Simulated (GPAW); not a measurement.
Crystal: CdS (Greenockite).

```xyz
4
Lattice="4.1500 0.0000 0.0000 -2.0750 3.5940 0.0000 0.0000 0.0000 6.7370" Properties=species:S:1:pos:R:3 pbc="T T T"
Cd    2.0750    1.1980    3.3685
Cd    0.0000    2.3960    0.0000
S     2.0750    1.1980    5.8949
S     0.0000    2.3960    2.5264
```

Base run:

| Property | Result |
| --- | --- |
| Program | GPAW 26.7.0 |
| Functional | AM05 |
| Potentials or basis | PAW data sets generated in the run's folder for this functional |
| Cutoff | 450 eV |
| Basis | pw |
| k mesh | 6 × 6 × 3 |
| Occupations | fermi-dirac, width 0.001 eV |
| Spin | no spin polarisation |

Its results: band gap on the k mesh 1.16 eV, direct; electronic dielectric tensor (diagonal) 5.83, 5.83, 5.92.

The run is repeated on the same cell with these changes: functional from AM05 to PBEsol. What comes out?

Band gap on the k mesh 1.04 eV, direct; electronic dielectric tensor (diagonal) 6.16, 6.16, 6.24.

Caveats: the long-wavelength limit can be off by several per cent where d states take part; an odd mesh through Γ misses points on the zone boundary, where band edges often lie.
